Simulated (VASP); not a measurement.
# As2Pt (Sperrylite) (Pa-3) in VASP: further runs

One crystal, As2Pt (Sperrylite), is run at these levels: PBE+D3(BJ); tasks: relaxation of the atoms.

Program: VASP 6.6.1. These are calculated values, not measurements. Logs are shortened: lines on timing, memory, paths and dates and some standing lists are left out, and cuts for length are marked.

## (1) Starting point

Symmetry: Pa-3, No. 205, cubic system. Conventional cell: a = 5.992 Å, b = 5.992 Å, c = 5.992 Å, α = 90.00°, β = 90.00°, γ = 90.00°. Around As (site symmetry 3) lie 1 As at 2.43 Å and 3 Pt at 2.50 Å. Pt (site symmetry -3) is surrounded by 6 As at 2.50 Å.

## (2) Relaxation of the atoms, PBE+D3(BJ)

Contents of INCAR:

```
SYSTEM = As2Pt
PREC = Accurate
ENCUT = 600
EDIFF = 1E-7
ISMEAR = 0
SIGMA = 0.03
LREAL = .FALSE.
LASPH = .TRUE.
NELM = 80
ALGO = Normal
ISIF = 2
LWAVE = .FALSE.
LCHARG = .FALSE.
GGA = PE
IVDW = 12
IBRION = 2
NSW = 40
EDIFFG = -0.01
KPAR = 4
```

Contents of KPOINTS:

```
Automatic mesh
0
G
  6 6 6
  0 0 0
```

Contents of POSCAR:

```
As2Pt                                   
1.0
    5.9920561891      0.0000000000     -0.0000000000
    0.0000000000      5.9920561891      0.0000000000
    0.0000000000     -0.0000000000      5.9920561891
  As              Pt            
     8     4
Direct
     0.3830668803572136    0.3830668803572136    0.3830668803572136
     0.1169331196427864    0.6169331196427864    0.8830668803572136
     0.8830668803572136    0.1169331196427864    0.6169331196427864
     0.6169331196427864    0.8830668803572136    0.1169331196427864
     0.6169331196427864    0.6169331196427864    0.6169331196427864
     0.8830668803572136    0.3830668803572136    0.1169331196427864
     0.1169331196427864    0.8830668803572136    0.3830668803572136
     0.3830668803572136    0.1169331196427864    0.8830668803572136
     0.0000000000000000    0.0000000000000000    0.0000000000000000
     0.5000000000000000    0.0000000000000000    0.5000000000000000
     0.5000000000000000    0.5000000000000000    0.0000000000000000
     0.0000000000000000    0.5000000000000000    0.5000000000000000
```

Potentials or basis: VASP PAW PBE potentials, release 64 (As, Pt).

Run with:

```bash
> cat potpaw_PBE.64/As/POTCAR potpaw_PBE.64/Pt/POTCAR > POTCAR
> mpirun -np 4 vasp_std > vasp.out
```

OUTCAR:

```text
SYSTEM = As2Pt
   PREC = Accurate
   ENCUT = 600
   EDIFF = 1E-7
   ISMEAR = 0
   LREAL = .FALSE.
   LASPH = .TRUE.
   NELM = 80
   ISIF = 2
   GGA = PE
   IVDW = 12
   IBRION = 2
   NSW = 40
   EDIFFG = -0.01
 IVDW          = 12

 ion  position               nearest neighbor table
   1  0.383  0.383  0.383-   5 2.43  10 2.50  11 2.50  12 2.50
   2  0.117  0.617  0.883-   6 2.43   9 2.50  11 2.50  12 2.50
   3  0.883  0.117  0.617-   7 2.43   9 2.50  10 2.50  12 2.50
   4  0.617  0.883  0.117-   8 2.43   9 2.50  10 2.50  11 2.50
   5  0.617  0.617  0.617-   1 2.43  10 2.50  11 2.50  12 2.50
   6  0.883  0.383  0.117-   2 2.43   9 2.50  11 2.50  12 2.50
   7  0.117  0.883  0.383-   3 2.43   9 2.50  10 2.50  12 2.50
   8  0.383  0.117  0.883-   4 2.43   9 2.50  10 2.50  11 2.50
   9  0.000  0.000  0.000-   2 2.50   3 2.50   4 2.50   6 2.50   7 2.50   8 2.50
  10  0.500  0.000  0.500-   1 2.50   3 2.50   4 2.50   5 2.50   7 2.50   8 2.50
  11  0.500  0.500  0.000-   1 2.50   2 2.50   4 2.50   5 2.50   6 2.50   8 2.50
  12  0.000  0.500  0.500-   1 2.50   2 2.50   3 2.50   5 2.50   6 2.50   7 2.50

  LATTYP: Found a simple cubic cell.
 ALAT       =     5.9920561891

  Lattice vectors:

 A1 = (   5.9920561891,   0.0000000000,   0.0000000000)
 A2 = (   0.0000000000,   5.9920561891,   0.0000000000)
 A3 = (   0.0000000000,   0.0000000000,   5.9920561891)

Analysis of symmetry for initial positions (statically):
=====================================================================
 Subroutine PRICEL returns:
 Original cell was already a primitive cell.

 Routine SETGRP: Setting up the symmetry group for a
 simple cubic supercell.

 Subroutine GETGRP returns: Found 24 space group operations
 (whereof  6 operations were pure point group operations)
 out of a pool of 48 trial point group operations.

The static configuration has the point symmetry S_6 .
 The point group associated with its full space group is T_h .

Analysis of symmetry for dynamics (positions and initial velocities):
=====================================================================
 Subroutine PRICEL returns:
 Original cell was already a primitive cell.

 Routine SETGRP: Setting up the symmetry group for a
 simple cubic supercell.

 Subroutine GETGRP returns: Found 24 space group operations
 (whereof  6 operations were pure point group operations)
 out of a pool of 48 trial point group operations.

The dynamic configuration has the point symmetry S_6 .
 The point group associated with its full space group is T_h .

 Subroutine INISYM returns: Found 24 space group operations
 (whereof  6 operations are pure point group operations),
 and found     1 'primitive' translations

----------------------------------------------------------------------------------------

                                     Primitive cell

  volume of cell :     215.1432

  direct lattice vectors                    reciprocal lattice vectors
     5.992056189  0.000000000  0.000000000     0.166887621  0.000000000  0.000000000
     0.000000000  5.992056189  0.000000000     0.000000000  0.166887621  0.000000000
     0.000000000  0.000000000  5.992056189     0.000000000  0.000000000  0.166887621

  length of vectors
     5.992056189  5.992056189  5.992056189     0.166887621  0.166887621  0.166887621

  position of ions in fractional coordinates (direct lattice)
     0.383066880  0.383066880  0.383066880
     0.116933120  0.616933120  0.883066880
     0.883066880  0.116933120  0.616933120
     0.616933120  0.883066880  0.116933120
     0.616933120  0.616933120  0.616933120
     0.883066880  0.383066880  0.116933120
     0.116933120  0.883066880  0.383066880
     0.383066880  0.116933120  0.883066880
     0.000000000  0.000000000  0.000000000
     0.500000000  0.000000000  0.500000000
     0.500000000  0.500000000  0.000000000
     0.000000000  0.500000000  0.500000000

  ion indices of the primitive-cell ions
   primitive index   ion index
                 1           1
                 2           2
                 3           3
                 4           4
                 5           5
                 6           6
                 7           7
                 8           8
                 9           9
                10          10
                11          11
                12          12

----------------------------------------------------------------------------------------

 KPOINTS: Automatic mesh

Automatic generation of k-mesh.
 Grid dimensions read from file:
 generate k-points for:    6    6    6

 Generating k-lattice:

  Cartesian coordinates                     Fractional coordinates (reciprocal lattice)
     0.027814603  0.000000000  0.000000000     0.166666667  0.000000000  0.000000000
     0.000000000  0.027814603  0.000000000     0.000000000  0.166666667  0.000000000
     0.000000000  0.000000000  0.027814603     0.000000000  0.000000000  0.166666667

  Length of vectors
     0.027814603  0.027814603  0.027814603

  Shift w.r.t. Gamma in fractional coordinates (k-lattice)
     0.000000000  0.000000000  0.000000000

 Subroutine IBZKPT returns following result:
 ===========================================

 Found     24 irreducible k-points:

 Following reciprocal coordinates:
            Coordinates               Weight
  0.000000  0.000000  0.000000      1.000000
  0.166667  0.000000  0.000000      6.000000
  0.333333  0.000000  0.000000      6.000000
  0.500000  0.000000  0.000000      3.000000
  0.166667  0.166667  0.000000     12.000000
  0.333333  0.166667  0.000000     12.000000
[... 16 lines left out ...]
  0.500000  0.500000  0.333333      6.000000
  0.500000  0.500000  0.500000      1.000000
   k-points           NKPTS =     24   k-points in BZ     NKDIM =     24   number of bands    NBANDS=     48
   number of dos      NEDOS =    301   number of ions     NIONS =     12
   total plane-waves  NPLWV = 110592
   dimension x,y,z NGX =    48 NGY =   48 NGZ =   48
   dimension x,y,z NGXF=    96 NGYF=   96 NGZF=   96
   ions per type =               8   4
   NGX,Y,Z   is equivalent  to a cutoff of  13.32, 13.32, 13.32 a.u.
   NGXF,Y,Z  is equivalent  to a cutoff of  26.63, 26.63, 26.63 a.u.
 SYSTEM =  As2Pt
   PREC   = accura    normal or accurate (medium, high low for compatibility)
   ISTART =      0    job   : 0-new  1-cont  2-samecut
   ICHARG =      2    charge: 1-file 2-atom 10-const
   ISPIN  =      1    spin polarized calculation?
   LNONCOLLINEAR =      F non collinear calculations
   LSORBIT =      F    spin-orbit coupling
   LASPH  =      T    aspherical Exc in radial PAW
   ENCUT  =  600.0 eV  44.10 Ry    6.64 a.u.  11.97 11.97 11.97*2*pi/ulx,y,z
   NELM   =     80;   NELMIN=  2; NELMDL= -5     # of ELM steps
   EDIFF  = 0.1E-06   stopping-criterion for ELM
   LREAL  =      F    real-space projection
   EDIFFG = -.1E-01   stopping-criterion for IOM
   NSW    =     40    number of steps for IOM
   IBRION =      2    ionic relax: 0-MD 1-quasi-New 2-CG
   NFREE  =      1    steps in history (QN), initial steepest desc. (CG)
   ISIF   =      2    stress and relaxation
   ISYM   =      2    0-nonsym 1-usesym 2-fastsym
   POTIM  = 0.5000    time-step for ionic-motion
   TEBEG  =    0.0;   TEEND  =   0.0 temperature during run
   PSTRESS=    0.0 pullay stress
   NELECT =      80.0000    total number of electrons
   NUPDOWN=      -1.0000    fix difference up-down
   EMIN   =  10.00;   EMAX   =-10.00  energy-range for DOS
   EFERMI =   0.00;   METHOD = LEGACY
   ISMEAR =     0;   SIGMA  =   0.03  broadening in eV -4-tet -1-fermi 0-gaus
   EFERMI_NEDOS =   21; number of points for ismear=-14 and -15
   IALGO  =     38    algorithm
   IMIX   =      4    mixing-type and parameters
     AMIX     =   0.40;   BMIX     =  1.00
     AMIX_MAG =   1.60;   BMIX_MAG =  1.00
  volume/ion in A,a.u.               =      17.93       120.99
  Fermi-wavevector in a.u.,A,eV,Ry     =   1.177233  2.224647 18.855996  1.385877
  Thomas-Fermi vector in A             =   2.313583
   LORBIT       =      0    0 simple, 1 ext, 2 COOP (PROOUT), +10 PAW based schemes
   GGA     = PE    functional components
   LHFCALC =     F    Hartree Fock is set to
   AEXX    =    0.0000 exact exchange contribution
   IVDW    =    12    specifies the selected vdW correction
   LEPSILON=     F    determine dielectric tensor
   LRPA    =     F    only Hartree local field effects (RPA)
 conjugate gradient relaxation of ions
 non-spin polarized calculation
 Gauss-broadening in eV      SIGMA  =   0.03
  energy-cutoff  :      600.00
  volume of cell :      215.14
 maximum number of plane-waves:      7219
   NGX = 23   NGY = 23   NGZ = 23

 number of electron      80.0000012 magnetization

 Free energy of the ion-electron system (eV)
  ---------------------------------------------------
  ext. energy  EPLUGINS =         0.00000000
  ---------------------------------------------------
  free energy    TOTEN  =       -67.88737370 eV

  energy without entropy =      -67.88737370  energy(sigma->0) =      -67.88737370

 E-fermi :   7.5636     XC(G=0): -11.2923

 val. band max:        7.4379167904   @ k =   0.3333   0.3333   0.0000
 cond. band min:       7.6876270622   @ k =   0.5000   0.5000   0.5000
 fundamental gap:      0.2497102718
 Fermi energy:         7.5636189230

 k-point     1 :       0.0000    0.0000    0.0000
  band No.  band energies     occupation
      1      -6.7903      2.00000
      2      -4.7796      2.00000
      3      -4.7796      2.00000
      4      -4.7796      2.00000
      5      -2.5894      2.00000
      6      -2.5894      2.00000
[... 40 lines left out ...]
     47      11.4496      0.00000
     48      12.0159      0.00000
[... 1171 lines left out ...]
     47      10.3723      0.00000
     48      10.3723      0.00000

------------------------ aborting loop because EDIFF is reached ----------------------------------------

 Edisp (eV)   -6.65458

 E8    (eV) :    -2.9086

  FORCE on cell =-STRESS in cart. coord.  units (eV):
  Direction    XX          YY          ZZ          XY          YZ          ZX
  --------------------------------------------------------------------------------------
  -------------------------------------------------------------------------------------
  Total       0.01978     0.01978     0.01978    -0.00000    -0.00000    -0.00000
  in kB       0.14734     0.14734     0.14734    -0.00000    -0.00000    -0.00000
  external pressure =        0.15 kB  Pullay stress =        0.00 kB

 VOLUME and BASIS-vectors are now :
 -----------------------------------------------------------------------------
  energy-cutoff  :      600.00
  volume of cell :      215.14
      direct lattice vectors                 reciprocal lattice vectors
     5.992056189  0.000000000  0.000000000     0.166887621  0.000000000  0.000000000
     0.000000000  5.992056189  0.000000000     0.000000000  0.166887621  0.000000000
     0.000000000  0.000000000  5.992056189     0.000000000  0.000000000  0.166887621

 POSITION                                       TOTAL-FORCE (eV/Angst)
 -----------------------------------------------------------------------------------
      2.29536      2.29536      2.29536         0.000975      0.000975      0.000975
      0.70067      3.69670      5.29139        -0.000975     -0.000975      0.000975
      5.29139      0.70067      3.69670         0.000975     -0.000975     -0.000975
      3.69670      5.29139      0.70067        -0.000975      0.000975     -0.000975
      3.69670      3.69670      3.69670        -0.000975     -0.000975     -0.000975
      5.29139      2.29536      0.70067         0.000975      0.000975     -0.000975
      0.70067      5.29139      2.29536        -0.000975      0.000975      0.000975
      2.29536      0.70067      5.29139         0.000975     -0.000975      0.000975
      0.00000      0.00000      0.00000        -0.000000     -0.000000      0.000000
      2.99603      0.00000      2.99603        -0.000000     -0.000000      0.000000
      2.99603      2.99603      0.00000        -0.000000     -0.000000      0.000000
      0.00000      2.99603      2.99603        -0.000000     -0.000000      0.000000
 -----------------------------------------------------------------------------------
    total drift:                               -0.000000     -0.000000      0.000000

  FREE ENERGIE OF THE ION-ELECTRON SYSTEM (eV)
  ---------------------------------------------------
  free  energy   TOTEN  =       -74.5419571907 eV

  energy  without entropy=      -74.5419571906  energy(sigma->0) =      -74.54195719

 reached required accuracy - stopping structural energy minimisation
```

Run time: 44 s. Hardware: 4 MPI ranks of Intel Xeon 6975P-C (Granite Rapids), shared host; peak memory 0.47 GiB.

Results:

```
Free energy                : -74.5420 eV
Pressure after relaxing    : 0.0 GPa
Band gap on the k mesh     : 0.25 eV, indirect (least direct gap 0.97 eV)
Dispersion energy per atom : -0.555 eV
```

Final structure:
```yaml
crystal:
  lattice:
    - [5.99206, 0.00000, 0.00000]
    - [0.00000, 5.99206, 0.00000]
    - [0.00000, 0.00000, 5.99206]
  atoms:
    - { symbol: As, position: [0.38307, 0.38307, 0.38307] }
    - { symbol: As, position: [0.11693, 0.61693, 0.88307] }
    - { symbol: As, position: [0.88307, 0.11693, 0.61693] }
    - { symbol: As, position: [0.61693, 0.88307, 0.11693] }
    - { symbol: As, position: [0.61693, 0.61693, 0.61693] }
    - { symbol: As, position: [0.88307, 0.38307, 0.11693] }
    - { symbol: As, position: [0.11693, 0.88307, 0.38307] }
    - { symbol: As, position: [0.38307, 0.11693, 0.88307] }
    - { symbol: Pt, position: [0.00000, 0.00000, 0.00000] }
    - { symbol: Pt, position: [0.50000, 0.00000, 0.50000] }
    - { symbol: Pt, position: [0.50000, 0.50000, 0.00000] }
    - { symbol: Pt, position: [0.00000, 0.50000, 0.50000] }
```

Levels at points of the mesh, in eV from the valence-band top:
| k point | band 37 | band 38 | band 39 | band 40 | band 41 | band 42 | band 43 | band 44 |
| --- | --- | --- | --- | --- | --- | --- | --- | --- |
| (0.00, 0.00, 0.00) | -2.46 | -0.96 | -0.96 | -0.96 | 0.65 | 0.65 | 0.65 | 1.62 |
| (0.50, 0.00, 0.00) | -1.24 | -1.24 | -0.84 | -0.84 | 1.48 | 1.48 | 1.65 | 1.65 |
| (0.50, 0.50, 0.00) | -0.58 | -0.58 | -0.58 | -0.58 | 1.95 | 1.95 | 1.95 | 1.95 |
| (0.50, 0.50, 0.50) | -0.72 | -0.72 | -0.72 | -0.72 | 0.25 | 0.25 | 0.25 | 0.25 |

Caveat: the relaxation stopped at its first step, so nothing moved; spin-orbit coupling is left out, which moves the levels of the heavy elements. A k mesh can miss the band edges.

## (3) Relaxation of the atoms, PBE+D3(BJ) (a relaxed cell with its volume scaled by 1.02)

INCAR is that of step 2.

KPOINTS is that of step 2.

Changes to POSCAR since step 2:

```diff
@@ -2,5 +2,5 @@
 1.0
-    5.9920561891      0.0000000000     -0.0000000000
-    0.0000000000      5.9920561891      0.0000000000
-    0.0000000000     -0.0000000000      5.9920561891
+    6.0317398370      0.0000000000     -0.0000000000
+    0.0000000000      6.0317398370      0.0000000000
+    0.0000000000     -0.0000000000      6.0317398370
   As              Pt
```

Potentials or basis: VASP PAW PBE potentials, release 64 (As, Pt).

Run with:

```bash
> cat potpaw_PBE.64/As/POTCAR potpaw_PBE.64/Pt/POTCAR > POTCAR
> mpirun -np 4 vasp_std > vasp.out
```

Wall time 64 s (4 MPI ranks of Intel Xeon 6975P-C (Granite Rapids), shared host); peak memory 0.51 GiB.

It converged, with:

```yaml
Free_energy: -74.5032 eV
Energy_gained_by_relaxing: 0.0 meV/atom
Ionic_steps: 2
Pressure_after_relaxing: -2.9 GPa
Band_gap_on_the_k_mesh: 0.17 eV, indirect (least direct gap 0.85 eV)
Dispersion_energy_per_atom: -0.544 eV
```

Forces in eV/Å, atoms in the order of the input:
```
As   0.001  0.001  0.001
As  -0.001 -0.001  0.001
As   0.001 -0.001 -0.001
As  -0.001  0.001 -0.001
As  -0.001 -0.001 -0.001
As   0.001  0.001 -0.001
As  -0.001  0.001  0.001
As   0.001 -0.001  0.001
Pt   0.000  0.000  0.000
Pt   0.000  0.000  0.000
Pt   0.000  0.000  0.000
Pt   0.000  0.000  0.000
```

Step by step:
| step | energy change (eV) | largest force (eV/Å) | pressure (GPa) |
| --- | --- | --- | --- |
| 1 | 0.0000 | 0.0281 | -2.86 |
| 2 | -0.0002 | 0.0025 | -2.85 |

Final structure:
```
As Pt
1.0
     6.03174    0.00000    0.00000
     0.00000    6.03174    0.00000
     0.00000    0.00000    6.03174
As Pt
8 4
Direct
  0.38320 0.38320 0.38320
  0.11680 0.61680 0.88320
  0.88320 0.11680 0.61680
  0.61680 0.88320 0.11680
  0.61680 0.61680 0.61680
  0.88320 0.38320 0.11680
  0.11680 0.88320 0.38320
  0.38320 0.11680 0.88320
  0.00000 0.00000 0.00000
  0.50000 0.00000 0.50000
  0.50000 0.50000 0.00000
  0.00000 0.50000 0.50000
```

Levels at points of the mesh, in eV from the valence-band top:
```tsv
k point	band 37	band 38	band 39	band 40	band 41	band 42	band 43	band 44
(0.00, 0.00, 0.00)	-2.43	-0.94	-0.94	-0.94	0.60	0.60	0.60	1.67
(0.50, 0.00, 0.00)	-1.21	-1.21	-0.84	-0.84	1.45	1.45	1.60	1.60
(0.50, 0.50, 0.00)	-0.56	-0.56	-0.56	-0.56	1.88	1.88	1.88	1.88
(0.50, 0.50, 0.50)	-0.69	-0.69	-0.69	-0.69	0.17	0.17	0.17	0.17
```

Caveat: spin-orbit coupling is left out, which moves the levels of the heavy elements.

(Continued in part 2 of 2.)
